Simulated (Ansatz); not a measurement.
# In (R-3m) in Ansatz: a series of runs

The runs below take In through phonons, elastic constants, with PBEsol.

All numbers are computed with Ansatz 0.2.0; they aren't measurements. Logs are shortened: lines on timing, memory, paths and dates and some standing lists are left out, and cuts for length are marked.

## (1) The structure

It takes space group R-3m (No. 166, trigonal). The conventional cell has a = 3.339 Å, b = 3.339 Å, c = 24.622 Å, α = 90.00°, β = 90.00°, γ = 120.00°. In (site symmetry 3m) has 12 In at 3.34 to 3.35 Å as nearest neighbours. Around In (site symmetry -3m) lie 12 In at 3.34 to 3.35 Å.

This isn't the form of In at room conditions, which is tetragonal.

## (2) Phonons, PBEsol

Contents of input.yaml:

```yaml
crystal:
  lattice:
    - [1.6696368166, 0.9639652655, 8.20746325]
    - [-1.6696368166, 0.9639652655, 8.20746325]
    - [0.0, -1.927930531, 8.20746325]
  atoms:
    - { symbol: In, position: [0.22198776, 0.22198776, 0.22198776] }
    - { symbol: In, position: [0.77801224, 0.77801224, 0.77801224] }
    - { symbol: In, position: [0.0, 0.0, 0.0] }
hamiltonian:
  xc: pbesol
  pseudopotentials: { kind: paw }
kpoints:
  mp_grid: { grid: [8, 8, 8] }
scf:
  occupations: { method: fermi_dirac, width: 0.05 }
phonons:
  method: dfpt
```

Potentials or basis: Ansatz PAW.

Command:

```bash
$ ansatz run input.yaml --threads 2 --pin off --max-ram 5632MiB --backend cpu --events-out ev --progress --plain --runs-dir out
```

Log:

```text
Warning: RAYON_NUM_THREADS=2 ignored (pool sized by the plan → 2); use --threads N
Engine: ansatz 0.2.0, x86_64-unknown-linux-gnu
Pseudopotentials: kind: paw
Pseudopotential: In, paw, valence charge 13, recommended cutoff 420 eV (normal), In.paw.azcp
Functional definition: PBEsol
  exchange = pbesol_x
  correlation = pbesol_c
Crystal: 3 atoms, lattice volume = 79.258 Å³
Basis set: ecut = 420 eV, 1569 PW (Γ), exchange–correlation on 120×120×120 points (8 copies of the dense FFT grid, shifted against one another)
Bands: 24, of which v1, the nominal top of the filled ones, is band 20 counted from 1 (19 counted from 0)
Symmetry: 12 space group operations
k-points: 150 of 512 (irreducible under 2 space group operations, time reversal used)
Non-local potential: In, projectors of the file, l = 0: 2, l = 1: 2, l = 2: 2, l = 3: 2
PAW form: soft (Blöchl's): semilocal exchange-correlation on the pseudo side does not see the compensation charge
PAW frozen core: In, regenerated for the run's functional, and the local potential with it (the file was generated under x = pbe(κ = 0.804, μ = 0.2195149727645171), c = pbe(β = 0.06672455060314922))
PAW one-centre angular grid: In, 590 points (default); XC on 64 Gauss nodes
Initial density: superposition of atomic densities (neutral atoms: chi_scale 0, normalization atom), corrected by the library's trained network
Initial wavefunctions: pseudopotential atomic-orbital guess
Functional: x = pbesol(κ = 0.804, μ = 0.12345679012345678), c = pbesol(β = 0.046)
SCF iter   1: F=—  HF=-16576.183941 eV  |F-HF|=—  |Δ(HF+E_count)|=         —  Δρ=2.87e-3  dr2=6.72e-3  ethr=1.77e-3  ⟨swp⟩=6.0  Hψ=16128  notcnv=0
preconditioner: auto → Kerker (q_TF=auto, 2.424 Å⁻¹)  [metal: Δε(μ)=0.059 eV  Ē_g=15.055 eV  σ=0.050 eV  W_gap=0.28  n_scr=24 (ndim 8)  ℏωp=26.0 eV  f_vac=0.000  D(μ)=1.64/eV (n_scr^D=4)]
SCF iter   2: F=—  HF=-16576.177086 eV  |F-HF|=—  |Δ(HF+E_count)|=   6.85e-3  Δρ=1.37e-3  dr2=1.84e-3  ethr=1.72e-5  ⟨swp⟩=2.5  Hψ=7723  notcnv=0  defer=14
SCF iter   3: F=—  HF=-16576.176339 eV  |F-HF|=—  |Δ(HF+E_count)|=   7.47e-4  Δρ=5.03e-4  dr2=1.19e-4  ethr=4.72e-6  ⟨swp⟩=2.0  Hψ=6450  notcnv=0  defer=14
SCF iter   4: F=—  HF=-16576.176351 eV  |F-HF|=—  |Δ(HF+E_count)|=   1.27e-5  Δρ=4.06e-4  dr2=1.06e-4  ethr=3.04e-7  ⟨swp⟩=2.0  Hψ=6490  notcnv=0  defer=14
SCF iter   5: F=—  HF=-16576.176305 eV  |F-HF|=—  |Δ(HF+E_count)|=   4.66e-5  Δρ=1.51e-4  dr2=1.48e-5  ethr=2.71e-7  ⟨swp⟩=2.9  Hψ=6219  notcnv=0  defer=14
SCF iter   6: F=—  HF=-16576.176297 eV  |F-HF|=—  |Δ(HF+E_count)|=   7.76e-6  Δρ=2.03e-5  dr2=3.34e-7  ethr=3.80e-8  ⟨swp⟩=2.0  Hψ=6056  notcnv=0  defer=14
SCF iter   7: F=—  HF=-16576.176268 eV  |F-HF|=—  |Δ(HF+E_count)|=   2.95e-5  Δρ=2.45e-6  dr2=1.33e-8  ethr=8.57e-10  ⟨swp⟩=2.0  Hψ=6375  notcnv=0  defer=14
SCF iter   8: F=—  HF=-16576.176268 eV  |F-HF|=—  |Δ(HF+E_count)|=   2.12e-9  Δρ=1.12e-6  dr2=9.15e-10  ethr=3.41e-11  ⟨swp⟩=2.9  Hψ=6396  notcnv=0  defer=14
SCF iter   9: F=—  HF=-16576.176268 eV  |F-HF|=—  |Δ(HF+E_count)|=  2.84e-10  Δρ=2.18e-7  dr2=3.48e-11  ethr=2.35e-12  ⟨swp⟩=2.0  Hψ=6420  notcnv=0  defer=14
SCF iter  10: F=-16576.176268 eV  HF=-16576.176268 eV  |F-HF|=7.28e-12  |Δ(HF+E_count)|=  3.64e-12  Δρ=3.96e-8  dr2=1.83e-12  ethr=1.00e-12  ⟨swp⟩=6.4  Hψ=15801  notcnv=0
SCF 1 converged in 10 iterations: F = -16576.176268 eV  dr2 = 1.83e-12
DFPT response loops at Γ: preconditioner auto → Kerker (q_TF=auto, 2.424 Å⁻¹) (partly filled bands, converged f_vac=0.000); β = 1.00, the filter's whole step (`scf.mixing.beta` (0.50) is not read by the response loops under this deck's `scf.mixing.preconditioner`; to damp them name `kerker` or `kerker_dos`, under which they read `scf.mixing.beta`, and type it under 1.00, their step now; both keys bind the ground state too); Broyden in place of MSR1
SCF converged after 10 iterations
Free energy (F): -16576.176268 eV
Harris-Foulkes:  -16576.176268 eV  (|F-HF|=7.28e-12)
Internal energy: -16576.162685 eV  (E = F + TS)
E sigma→0 (E₀):  -16576.169477 eV
Entropy (-TS):   -0.013582 eV (-4.527 meV/atom)
Fermi energy:    9.998573 eV
--- Per-component energies (eV) ---
  E_band       = -79.286195
  E_kinetic    = 724.373679
  E_local      = -3245.721944  (includes V_loc(G=0)·N_el)
  E_nonlocal   = 1102.083947
  E_hartree    = 1268.198110
  E_xc         = -642.164880
  E_vxc        = -301.222461  (∫ρ·V_xc dr)
  E_paw        = -12243.837173  (= ΣΔE_a)
  E_vpaw       = -895.195739  (= ΣTr[D̂ρ^β])
  E_aug_tail   = 0.000073  (compensation charges beyond the density's cutoff)
  E_ewald      = -3539.802205
  E_core_change = 0.707707  (= ΣΔE_core)
  E_smearing   = -0.013582  (= −TS)
  E_closure    = 0.000000  (closes the sum)
  Σ components = -16576.176268   (vs F -16576.176268, Δ=0.00e0)
--- Band table (eV; the first three rows and the last of 150) ---
  k-point 0: bands = ["-4.6384", "-4.6346", "-4.5958", "-4.5857", "-4.5857", "-4.5684", "-4.5684", "-4.5531", "-4.5531", "-4.4567", "-4.4567", "-4.3300", "-4.3300", "-4.3160", "-4.3160", "0.4552", "2.8982", "2.9285", "10.4323", "10.4534", "18.6800", "18.6800", "18.7723", "18.7723"]
  k-point 1: bands = ["-4.6423", "-4.6291", "-4.5949", "-4.5818", "-4.5529", "-4.5506", "-4.5424", "-4.5274", "-4.5191", "-4.4720", "-4.4625", "-4.3617", "-4.3351", "-4.3281", "-4.3149", "0.7627", "3.0174", "3.4303", "10.3319", "11.1255", "15.6394", "16.4872", "17.3396", "17.8283"]
  k-point 2: bands = ["-4.6945", "-4.6689", "-4.5986", "-4.5701", "-4.5517", "-4.5376", "-4.5348", "-4.4428", "-4.4397", "-4.4248", "-4.4036", "-4.3788", "-4.3550", "-4.3220", "-4.3107", "1.6987", "3.7461", "4.5593", "10.7428", "11.9251", "12.1175", "13.2514", "15.2435", "15.8716"]
  k-point 149: bands = ["-4.6589", "-4.6046", "-4.6037", "-4.5884", "-4.5884", "-4.5626", "-4.5626", "-4.5593", "-4.5593", "-4.4218", "-4.4218", "-4.3952", "-4.3952", "-4.2826", "-4.2826", "1.0436", "1.0783", "5.5827", "6.5898", "15.7202", "15.7635", "18.2685", "18.2685", "19.6395"]
--- Phonons (Γ-DFPT): 4 representative perturbations + reference, on 150 of 512 k-points (Σ response iterations 12) ---
  k mesh reduced under 2 symmetry operations, with k and −k counted as one. Each operation leaves every solved perturbation unchanged. A smaller set is not used because it would not reduce the number of displacements times k-points to solve
  ASR residual: 4.617e-5 → 0.000e0 eV/Å²; symmetrization residual: 1.453e-5 eV/Å²
  ASR residual per site (eV/Å²): 3.03e-5 3.03e-5 4.62e-5
  Γ frequencies (cm⁻¹): 0.00 0.00 0.00 17.05 17.05 24.41 24.41 90.94 92.83
  non-analytic LO–TO correction: not included (Born effective charges unavailable; polar crystals: no LO–TO splitting at Γ)
```

second_order_force_constants.tsv:

```text
# format = ansatz-second-order-force-constants/2
[... 42 lines left out ...]
2	0	0	0	0	0	-4.091576130929033e-2	-5.0700752282157716e-24	-9.280066221614465e-17	-3.5177576478464525e-24	-4.091576130929031e-2	-3.235195284651842e-23	-9.280064992225218e-17	-7.352716556026912e-23	-1.2128947115228215e0
2	1	0	0	0	1	-4.091576130929033e-2	-5.8462342156156574e-24	-9.280062975074702e-17	-7.398551795984965e-24	-4.0915761309290324e-2	-1.2646672476366292e-22	-9.280064204463952e-17	-8.529151204991218e-23	-1.2128947115228215e0
2	2	0	0	0	2	8.183152261858066e-2	1.0916309443831429e-23	1.8560129196689166e-16	1.0916309443831417e-23	8.183152261858063e-2	1.5881867761018134e-22	1.856012919668917e-16	1.5881867761018131e-22	2.425789423045643e0
```

Run time: 2.2 min. Hardware: 2 threads of Intel Xeon Platinum 8375C at 2.90GHz (Ice Lake), shared host; peak memory 1.6 GiB.

What came out:

| Item | Value |
| --- | --- |
| Free energy | -16576.1763 eV |
| Band gap on the k mesh | none (metal or under the smearing width) |
| Highest phonon frequency at Γ | 93 cm⁻¹ |

Phonon frequencies in cm⁻¹ (negative: imaginary):
```
              q point              frequencies
(0.000, 0.000, 0.000)  0 0 0 17 17 24 24 91 93
```

Caveat: the PAW data sets come from PBE, with cores solved anew for the run's functional, which leaves a small shift of forces and pressure.

## (3) Elastic constants, PBEsol

Changes to input.yaml since step 2:

```diff
@@ -16,3 +16,7 @@
   occupations: { method: fermi_dirac, width: 0.05 }
-phonons:
-  method: dfpt
+output:
+  forces: true
+  stress: true
+elastic:
+  mode: clamped_ion
+  stencil: two_point
```

Potentials or basis: Ansatz PAW.

Command:

```bash
$ ansatz run input.yaml --threads 2 --pin off --max-ram 5632MiB --backend cpu --events-out ev --progress --plain --runs-dir out
```

It took 38 s on 2 threads of Intel Xeon Platinum 8375C at 2.90GHz (Ice Lake), shared host; peak memory 0.77 GiB.

It converged, with:

* Free energy: -16576.1763 eV
* Pressure: -1.3 GPa
* Largest force: 0.082 eV/Å
* Band gap on the k mesh: none (metal or under the smearing width)
* Voigt bulk modulus: 37 GPa

Forces on the atoms (eV/Å):
```
In   0.000  0.000  0.082
In   0.000  0.000 -0.082
In   0.000  0.000  0.000
```

Stress tensor (GPa, compression positive):
```
-1.43  0.00  0.00
 0.00 -1.43  0.00
 0.00  0.00 -0.92
```

Levels at points of the mesh, in eV from the Fermi level:
```tsv
k point	band 15	band 16	band 17	band 18	band 19	band 20	band 21	band 22	band 23	band 24
(0.00, 0.00, 0.00)	-14.31	-9.54	-7.10	-7.07	0.43	0.45	8.68	8.68	8.77	8.77
(0.00, 0.00, -0.50)	-14.25	-4.82	-4.22	-3.06	-2.79	-1.20	-1.11	3.23	4.03	4.67
(0.00, -0.50, -0.50)	-14.24	-4.56	-4.29	-3.54	-3.08	-0.46	-0.36	1.85	3.29	3.98
(-0.50, -0.50, -0.50)	-14.28	-8.96	-8.92	-4.42	-3.41	5.72	5.76	8.27	8.27	9.64
```

Elastic tensor in Voigt notation (GPa, ions clamped, in the Cartesian axes of the cell as first typed):
```
 38  34  39  -5   0   0
 34  38  39   5   0   0
 39  39  35   0   0   0
 -5   5   0 -12   0   0
  0   0   0   0 -12  -5
  0   0   0   0  -5   2
```

Caveat: the elastic tensor has a negative eigenvalue, so either the cell is unstable as it stands or the mesh is too thin; the PAW data sets come from PBE, with cores solved anew for the run's functional, which leaves a small shift of forces and pressure.
